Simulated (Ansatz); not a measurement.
# ZnS: elastic constants, part 1 of 2

How stiff is the crystal, and how unevenly? Runs: reference run (LAPW and crystal datasets). Companion runs by PAW are cited.

Program: Ansatz 0.2.0. Level of theory: DFT LDA, all-electron LAPW and all-electron PAW on datasets made for the crystal («crystal datasets»), scalar-relativistic unless said. These are calculated values, not measurements.

### 1 Starting point

Symmetry: P6_3mc, No. 186, hexagonal system. The conventional cell has a = 3.738 Å, b = 3.738 Å, c = 6.143 Å, α = 90.00°, β = 90.00°, γ = 120.00°. Zn (site symmetry 3m) has 4 S at 2.29 to 2.30 Å as nearest neighbours. Around S (site symmetry 3m) lie 4 Zn at 2.29 to 2.30 Å.

Coordinates:

```
Zn S
1.0
     3.73822    0.00000    0.00000
    -1.86911    3.23740    0.00000
     0.00000    0.00000    6.14302
Zn S
2 2
Direct
  0.33333 0.66667 0.00559
  0.66667 0.33333 0.50559
  0.33333 0.66667 0.37941
  0.66667 0.33333 0.87941
```

Cartesian axes are those of the input's lattice vectors. The structure goes back to a database entry.

### 2 Reference run, LAPW

input.yaml reads:

```yaml
crystal:
  lattice:
    - [3.73822399095, 0.0, 0.0]
    - [-1.86911199548, 3.2373969412, 0.0]
    - [0.0, 0.0, 6.14301705192]
  atoms:
    - { symbol: Zn, position: [0.333333333333, 0.666666666667, 0.005591673688] }
    - { symbol: Zn, position: [0.666666666667, 0.333333333333, 0.505591673688] }
    - { symbol: S, position: [0.333333333333, 0.666666666667, 0.379408326312] }
    - { symbol: S, position: [0.666666666667, 0.333333333333, 0.879408326312] }
kpoints:
  mp_grid: { grid: [8, 8, 4] }
scf:
  occupations: { method: fixed }
hamiltonian:
  xc: lda
  pseudopotentials: { kind: all_electron, lapw: { basis_error: 0.001 } }
elastic:
  mode: relaxed_ion
  stencil: two_point
  amplitude: 0.008
```

Command:

```sh
ansatz run input.yaml --threads 2 --pin off --max-ram 5120MiB --backend cpu --events-out ev --progress --plain --runs-dir out
```

Log:

```text
LAPW: plane waves up to 9.163 Å⁻¹, error target 1.0e-3 eV per atom; small_component_spin mean_spin; S in spheres of 0.992 Å, 14 of its electrons in bands, Dirac shells []; Zn in spheres of 1.233 Å, 20 of its electrons in bands, Dirac shells [] (how accurate: hamiltonian.pseudopotentials.lapw.basis_error, Limitations)
Engine: ansatz 0.2.0
Pseudopotentials: kind: all_electron
Pseudopotential: Zn, LAPW, valence charge 20, lapw/all_electron/scalar/gaussian/Zn, Koelling and Harmon's equation, gaussian nucleus
Pseudopotential: S, LAPW, valence charge 14, lapw/all_electron/scalar/gaussian/S, Koelling and Harmon's equation, gaussian nucleus
Functional definition: SPW92
  exchange = slater_x
  correlation = pw_c
davidson cushion auto → on  (no smearing: the cushion is to keep the highest requested band from converging to the state above it; pin scf.eigensolver.cushion to override)
Crystal: 4 atoms, lattice volume = 74.343 Å³
Basis set: ecut = 319.8622934122827 eV, 989 PW (Γ), exchange–correlation at level 2
Bands: 41, of which v1, the nominal top of the filled ones, is band 34 counted from 1 (33 counted from 0)
Symmetry: 12 space group operations
Space group: P63mc (ITA 186), of the structure as read, at distance tolerance 4.2e-5 Å
k-points: 30 of 256 (time reversal used)
Non-local potential: Zn, projectors of the file, none
Non-local potential: S, projectors of the file, none
Initial density: superposition of atomic densities (chi_scale 0.1, normalization cell, long waves kept (reshape's long-wave potential 0.00 eV rms))
Initial wavefunctions: plane waves of lowest kinetic energy (no species holds an atomic orbital)
Functional: x = slater, c = lda
iter 1 solved again at ethr=2.79e-3 eV; its pass at ethr=1.00e-1 eV (dr2=1.90e0 eV) is discarded
SCF iter   1: F=—  HF=-119265.348734 eV  |F-HF|=—  |Δ(HF+E_count)|=         —  Δρ=4.11e-2  dr2=1.90e0  ethr=2.79e-3  ⟨swp⟩=2.0  Hψ=8342  notcnv=0
preconditioner: auto → Resta (q_TF=auto, 2.688 Å⁻¹)  ε∞=6.1  [insulator: Δε(μ)=2.461 eV  Ē_g=11.472 eV  n_scr=22 (ndim 8)  ℏωp=25.8 eV  f_vac=0.084  ε∞_Penn≈6.1]
SCF iter   2: F=—  HF=-119264.698185 eV  |F-HF|=—  |Δ(HF+E_count)|=   6.51e-1  Δρ=1.86e-2  dr2=3.40e-1  ethr=2.79e-3  ⟨swp⟩=2.9  Hψ=3619  notcnv=0
SCF iter   3: F=—  HF=-119264.546181 eV  |F-HF|=—  |Δ(HF+E_count)|=   1.52e-1  Δρ=1.36e-2  dr2=1.89e-1  ethr=5.00e-4  ⟨swp⟩=2.0  Hψ=3570  notcnv=0
SCF iter   4: F=—  HF=-119264.462326 eV  |F-HF|=—  |Δ(HF+E_count)|=   8.39e-2  Δρ=5.17e-3  dr2=2.26e-2  ethr=2.77e-4  ⟨swp⟩=3.0  Hψ=3668  notcnv=0
iter 5 solved again at ethr=1.17e-6 eV; its pass at ethr=3.32e-5 eV (dr2=7.98e-4 eV) is discarded
SCF iter   5: F=—  HF=-119264.458204 eV  |F-HF|=—  |Δ(HF+E_count)|=         —  Δρ=9.66e-4  dr2=7.96e-4  ethr=1.17e-6  ⟨swp⟩=2.9  Hψ=6451  notcnv=0
the basis was enlarged: its passes take 65.2 KiB over the memory plan, 2 of 2 planned eigensolver slots
SCF iter   6: F=—  HF=-119264.458347 eV  |F-HF|=—  |Δ(HF+E_count)|=   1.43e-4  Δρ=3.25e-4  dr2=1.07e-4  ethr=1.17e-6  ⟨swp⟩=2.9  Hψ=3647  notcnv=0
SCF iter   7: F=—  HF=-119264.458398 eV  |F-HF|=—  |Δ(HF+E_count)|=   5.12e-5  Δρ=6.39e-5  dr2=4.80e-6  ethr=1.57e-7  ⟨swp⟩=3.0  Hψ=3800  notcnv=0
SCF iter   8: F=—  HF=-119264.458401 eV  |F-HF|=—  |Δ(HF+E_count)|=   2.80e-6  Δρ=1.66e-5  dr2=3.10e-7  ethr=7.06e-9  ⟨swp⟩=3.1  Hψ=3877  notcnv=0
SCF iter   9: F=—  HF=-119264.458401 eV  |F-HF|=—  |Δ(HF+E_count)|=   2.82e-8  Δρ=2.83e-6  dr2=7.74e-9  ethr=4.56e-10  ⟨swp⟩=3.0  Hψ=3793  notcnv=0
SCF iter  10: F=—  HF=-119264.458401 eV  |F-HF|=—  |Δ(HF+E_count)|=   3.99e-9  Δρ=7.20e-7  dr2=5.12e-10  ethr=1.14e-11  ⟨swp⟩=3.0  Hψ=3797  notcnv=0
SCF iter  11: F=—  HF=-119264.458401 eV  |F-HF|=—  |Δ(HF+E_count)|=  2.91e-10  Δρ=1.96e-7  dr2=4.26e-11  ethr=5.26e-12 (applied; sched 1.00e-12)  ⟨swp⟩=2.2  Hψ=3579  notcnv=0
SCF iter  12: F=—  HF=-119264.458401 eV  |F-HF|=—  |Δ(HF+E_count)|=  5.82e-11  Δρ=7.18e-8  dr2=5.45e-12  ethr=5.18e-12 (applied; sched 1.00e-12)  ⟨swp⟩=2.0  Hψ=3570  notcnv=0
SCF iter  13: F=—  HF=-119264.458401 eV  |F-HF|=—  |Δ(HF+E_count)|=  1.16e-10  Δρ=1.40e-8  dr2=2.07e-13  ethr=5.18e-12 (applied; sched 1.00e-12)  ⟨swp⟩=2.0  Hψ=3570  notcnv=0
SCF iter  14: F=-119264.458401 eV  HF=-119264.458401 eV  |F-HF|=4.37e-11  |Δ(HF+E_count)|=  4.37e-11  Δρ=4.80e-9  dr2=1.16e-14  ethr=5.18e-12 (applied; sched 1.00e-12)  ⟨swp⟩=2.0  Hψ=3570  notcnv=0
SCF 1 converged in 14 iterations: F = -119264.458401 eV  dr2 = 1.16e-14
Crystal: 4 atoms, lattice volume = 73.749 Å³
Basis set: ecut = 321.57967999671945 eV, 989 PW (Γ), exchange–correlation at level 2
Symmetry: 4 space group operations
k-points: 63 of 256 (time reversal used)
Initial density: handed on by an earlier stage of this run
Initial wavefunctions: plane waves of lowest kinetic energy (no species holds an atomic orbital; no wavefunctions were taken with the density)
iter 1 solved again at ethr=5.83e-7 eV; its pass at ethr=1.00e-1 eV (dr2=3.96e-4 eV) is discarded
SCF iter   1: F=—  HF=-119264.455841 eV  |F-HF|=—  |Δ(HF+E_count)|=         —  Δρ=5.94e-4  dr2=3.88e-4  ethr=5.83e-7  ⟨swp⟩=4.1  Hψ=21701  notcnv=0
preconditioner: auto → Resta (q_TF=auto, 2.692 Å⁻¹)  ε∞=5.6  [insulator: Δε(μ)=2.209 eV  Ē_g=12.090 eV  n_scr=22 (ndim 8)  ℏωp=25.9 eV  f_vac=0.135  ε∞_Penn≈5.6]
SCF iter   2: F=—  HF=-119264.455726 eV  |F-HF|=—  |Δ(HF+E_count)|=   1.15e-4  Δρ=3.37e-4  dr2=1.31e-4  ethr=5.71e-7  ⟨swp⟩=2.0  Hψ=7500  notcnv=0
iter 3 solved again at ethr=1.51e-8 eV; its pass at ethr=1.93e-7 eV (dr2=1.03e-5 eV) is discarded
SCF iter   3: F=—  HF=-119264.455712 eV  |F-HF|=—  |Δ(HF+E_count)|=   1.36e-5  Δρ=9.69e-5  dr2=1.03e-5  ethr=1.51e-8  ⟨swp⟩=2.0  Hψ=13694  notcnv=0
SCF iter   4: F=—  HF=-119264.455675 eV  |F-HF|=—  |Δ(HF+E_count)|=   3.71e-5  Δρ=5.89e-5  dr2=4.28e-6  ethr=1.51e-8  ⟨swp⟩=3.0  Hψ=8590  notcnv=0
SCF iter   5: F=—  HF=-119264.455674 eV  |F-HF|=—  |Δ(HF+E_count)|=   9.55e-7  Δρ=1.21e-5  dr2=1.59e-7  ethr=6.30e-9  ⟨swp⟩=2.6  Hψ=7574  notcnv=0
SCF iter   6: F=—  HF=-119264.455674 eV  |F-HF|=—  |Δ(HF+E_count)|=   1.04e-8  Δρ=3.75e-6  dr2=1.56e-8  ethr=2.33e-10  ⟨swp⟩=3.0  Hψ=7757  notcnv=0
SCF iter   7: F=—  HF=-119264.455674 eV  |F-HF|=—  |Δ(HF+E_count)|=   4.22e-9  Δρ=9.70e-7  dr2=1.14e-9  ethr=2.30e-11  ⟨swp⟩=3.0  Hψ=7832  notcnv=0
SCF iter   8: F=—  HF=-119264.455674 eV  |F-HF|=—  |Δ(HF+E_count)|=  5.09e-10  Δρ=3.14e-7  dr2=9.20e-11  ethr=5.35e-12 (applied; sched 1.67e-12)  ⟨swp⟩=2.9  Hψ=7620  notcnv=0
SCF iter   9: F=—  HF=-119264.455674 eV  |F-HF|=—  |Δ(HF+E_count)|=  2.33e-10  Δρ=1.06e-7  dr2=1.14e-11  ethr=5.17e-12 (applied; sched 1.00e-12)  ⟨swp⟩=2.0  Hψ=7497  notcnv=0
SCF iter  10: F=—  HF=-119264.455674 eV  |F-HF|=—  |Δ(HF+E_count)|=  1.46e-11  Δρ=2.31e-8  dr2=5.14e-13  ethr=5.17e-12 (applied; sched 1.00e-12)  ⟨swp⟩=2.0  Hψ=7497  notcnv=0
SCF iter  11: F=-119264.455674 eV  HF=-119264.455674 eV  |F-HF|=4.37e-11  |Δ(HF+E_count)|=  1.31e-10  Δρ=5.90e-9  dr2=3.42e-14  ethr=5.17e-12 (applied; sched 1.00e-12)  ⟨swp⟩=2.0  Hψ=7497  notcnv=0
SCF 2 converged in 11 iterations: F = -119264.455674 eV  dr2 = 3.42e-14
relax step   1: F+E_penalty+E_count = -119264.45567436 eV  Δ(F+E_penalty+E_count) = +0.000e0 eV  max|allowed force component| = 5.881e-2 eV/Å  Δτ_max = 0.0000 Å  (11 SCF iters, accepted)
[... from here on, the SCF cycles and remarks between the steps are left out ...]
relax step   2: F+E_penalty+E_count = -119264.45603089 eV  Δ(F+E_penalty+E_count) = -3.565e-4 eV  max|allowed force component| = 3.582e-2 eV/Å  Δτ_max = 0.0038 Å  (9 SCF iters, accepted)
relax step   3: F+E_penalty+E_count = -119264.45627069 eV  Δ(F+E_penalty+E_count) = -2.398e-4 eV  max|allowed force component| = 2.145e-3 eV/Å  Δτ_max = 0.0046 Å  (10 SCF iters, accepted)
relax step   4: F+E_penalty+E_count = -119264.45627281 eV  Δ(F+E_penalty+E_count) = -2.118e-6 eV  max|allowed force component| = 1.315e-3 eV/Å  Δτ_max = 0.0010 Å  (8 SCF iters, accepted)
relax step   1: F+E_penalty+E_count = -119264.45778063 eV  Δ(F+E_penalty+E_count) = +0.000e0 eV  max|allowed force component| = 3.432e-2 eV/Å  Δτ_max = 0.0000 Å  (12 SCF iters, accepted)
relax step   2: F+E_penalty+E_count = -119264.45794615 eV  Δ(F+E_penalty+E_count) = -1.655e-4 eV  max|allowed force component| = 8.041e-4 eV/Å  Δτ_max = 0.0025 Å  (11 SCF iters, accepted)
relax step   3: F+E_penalty+E_count = -119264.45794619 eV  Δ(F+E_penalty+E_count) = -4.227e-8 eV  max|allowed force component| = 9.112e-4 eV/Å  Δτ_max = 0.0001 Å  (8 SCF iters, accepted)
relax step   4: F+E_penalty+E_count = -119264.45794627 eV  Δ(F+E_penalty+E_count) = -7.717e-8 eV  max|allowed force component| = 3.970e-5 eV/Å  Δτ_max = 0.0001 Å  (9 SCF iters, accepted)
iter 1 solved again at ethr=1.00e-12 eV; its pass at ethr=1.00e-1 eV (dr2=9.21e-15 eV) is discarded
SCF iter   1: F=—  HF=-119264.457946 eV  |F-HF|=—  |Δ(HF+E_count)|=         —  Δρ=2.87e-9  dr2=9.20e-15  ethr=3.96e-12 (applied; sched 1.00e-12)  ⟨swp⟩=2.0  Hψ=13182  notcnv=0
SCF iter   2: F=-119264.457946 eV  HF=-119264.457946 eV  |F-HF|=5.82e-11  |Δ(HF+E_count)|=   1.19e-9  Δρ=2.01e-9  dr2=4.95e-15  ethr=5.18e-12 (applied; sched 1.00e-12)  ⟨swp⟩=2.0  Hψ=9282  notcnv=0
SCF 33 converged in 2 iterations: F = -119264.457946 eV  dr2 = 4.95e-15
SCF converged after 14 iterations
Free energy (F): -119264.458401 eV
Harris-Foulkes:  -119264.458401 eV  (|F-HF|=4.37e-11)
Internal energy: -119264.458401 eV  (E = F + TS)
E sigma→0 (E₀):  -119264.458401 eV
Fermi energy:    7.956079 eV
--- Per-component energies (eV) ---
  E_band       = -3723.228782
  E_kinetic    = 121097.328691
  E_xc         = -5083.538088
  E_electrostatic = -235278.249004  (all electrons and nuclei)
  E_smearing   = -0.000000  (= −TS)
  E_closure    = 0.000000  (closes the sum)
  E_atoms      = -119248.072603  (free atoms, spherical and without spin; not in F)
  Σ components = -119264.458401   (vs F -119264.458401, Δ=0.00e0)
  Basis errors (estimates in eV, not in F): energy 4.5e-4 per atom: plane waves 4.1e-4 (2.4e-4 summed), levels above the bands 0.0e0, relativity 4.4e-9, radial functions 4.2e-5, core shells 1.1e-10; eigenvalues (radial functions only) 4.7e-7; not estimated: angular momenta, meshes, grids; target (lapw.basis_error) 1.0e-3; muffin-tin radii S 0.992 Å, Zn 1.233 Å
--- Forces (eV/Å), atoms counted from 1 ---
  atom   1  Zn    -0.00000000     0.00000000     0.00003640
  atom   2  Zn     0.00000000    -0.00000000     0.00003640
  atom   3  S     -0.00000000    -0.00000000    -0.00003639
  atom   4  S      0.00000000    -0.00000000    -0.00003639
  max |Σ_I F_I| component: 1.97e-8 eV/Å
--- Stress (GPa, compression-positive) ---
        0.017214       0.000000      -0.000000
        0.000000       0.017214       0.000000
       -0.000000       0.000000       0.008426
  P = ⅓ Tr σ = 0.0143 GPa (0.143 kbar)
--- Band table (eV; the first three rows and the last of 30) ---
  k-point 0: bands = ["-195.8574", "-195.8574", "-141.5520", "-141.5520", "-141.5488", "-141.5488", "-141.5488", "-141.5488", "-116.3544", "-116.3544", "-70.9883", "-70.9883", "-70.9882", "-70.9882", "-70.9878", "-70.9875", "-5.6350", "-4.5685", "1.2031", "1.2234", "1.2234", "1.3131", "1.3131", "1.7098", "1.7098", "1.7995", "1.7995", "1.9427", "2.1596", "6.9681", "6.9681", "7.8529", "7.9561", "7.9561", "10.1492", "10.9505", "14.0486", "14.0486", "14.2869", "15.5080", "15.5080"]
[... 3 lines left out ...]
--- Elastic constants: 3 strain directions × 2 members + reference (group order 12) ---
  dense FFT box of the reference and of every strained cell: 24×24×36
  strains applied: 11, 33, 23; error gains: componentwise 1.00 (the most a stress slope's error grows in a printed constant), spectral 1.41 (1 for all six strains in a standard setting)
  C = ∂σ_k/∂η_j (tension-positive GPa; Voigt order 11 22 33 23 13 12):
       137.563     65.675     51.167     -0.000     -0.000      0.000
        65.675    137.563     51.167     -0.000     -0.000      0.000
        51.153     51.153    164.328      0.000     -0.000      0.000
         0.000     -0.000      0.000     30.587      0.000      0.000
        -0.000      0.000      0.000      0.000     30.587      0.000
        -0.000     -0.000     -0.000      0.000      0.000     35.944
  reference stress σ⁰ (GPa):     -0.017     -0.017     -0.008      0.000      0.000     -0.000
  no Pulay correction (none for the plane-wave cutoff is built on LAPW): the batch's stresses and constants are at fixed plane waves
  C* (energy form; C + prestress term) asymmetry max|C*_kj − C*_jk| = 5.726e-3 GPa — a small one proves nothing (zero by symmetry where the batch's group is 432, −43m or m−3m); a large one is finite-difference/SCF noise where every solve meets its electron count
  moduli (Voigt/Reuss/Hill, GPa): K = 86.16/86.06/86.11   G = 37.52/35.87/36.70   E = 96.40   ν = 0.313
  mechanically stable: yes (min eigenvalue of sym C = 30.59 GPa)
  where every solve meets its electron count the energy-path curvature estimates C_jj along a normal strain and C_jj − ¼(σ⁰_aa + σ⁰_bb) along a shear (ab), closely only under elastic.basis: deformed
  strain η (Voigt 11):  stress-route row diagonal C_11 = 137.56 GPa, energy-path curvature d²(F+E_count)/dδ²/Ω₀ = 137.57 GPa
         δ    σ_11 (GPa)             F (eV)   n_scf  n_hpsi   n_pw
    -8.000e-3      -1.1347     -119264.4562731       2   18521    996   relax 5 steps, max|allowed force component| 3.05e-5 eV/Å
     8.000e-3       1.0663     -119264.4564427       2   18522    996   relax 4 steps, max|allowed force component| 6.89e-6 eV/Å
  strain η (Voigt 33):  stress-route row diagonal C_33 = 164.33 GPa, energy-path curvature d²(F+E_count)/dδ²/Ω₀ = 164.35 GPa
         δ    σ_33 (GPa)             F (eV)   n_scf  n_hpsi   n_pw
    -8.000e-3      -1.3410     -119264.4559062       2    8819    996   relax 4 steps, max|allowed force component| 1.36e-5 eV/Å
     8.000e-3       1.2883     -119264.4560143       2    8820    996   relax 4 steps, max|allowed force component| 1.68e-7 eV/Å
  strain η (Voigt 23):  stress-route row diagonal C_44 = 30.59 GPa, energy-path curvature d²(F+E_count)/dδ²/Ω₀ = 30.60 GPa
         δ    σ_23 (GPa)             F (eV)   n_scf  n_hpsi   n_pw
    -8.000e-3      -0.2447     -119264.4579463       2   22932    996   relax 5 steps, max|allowed force component| 1.14e-6 eV/Å
     8.000e-3       0.2447     -119264.4579463       2   22932    996   relax 4 steps, max|allowed force component| 3.97e-5 eV/Å
```

Wall time 19 min (2 threads of Arm Neoverse V2, shared host); peak memory 0.73 GiB.

C in GPa (Voigt order xx, yy, zz, yz, xz, xy):

```
137.6  65.7  51.2   0.0   0.0   0.0
 65.7 137.6  51.2   0.0   0.0   0.0
 51.2  51.2 164.3   0.0   0.0   0.0
  0.0   0.0   0.0  30.6   0.0   0.0
  0.0   0.0   0.0   0.0  30.6   0.0
  0.0   0.0   0.0   0.0   0.0  35.9
```

(Continued in part 2 of 2.)
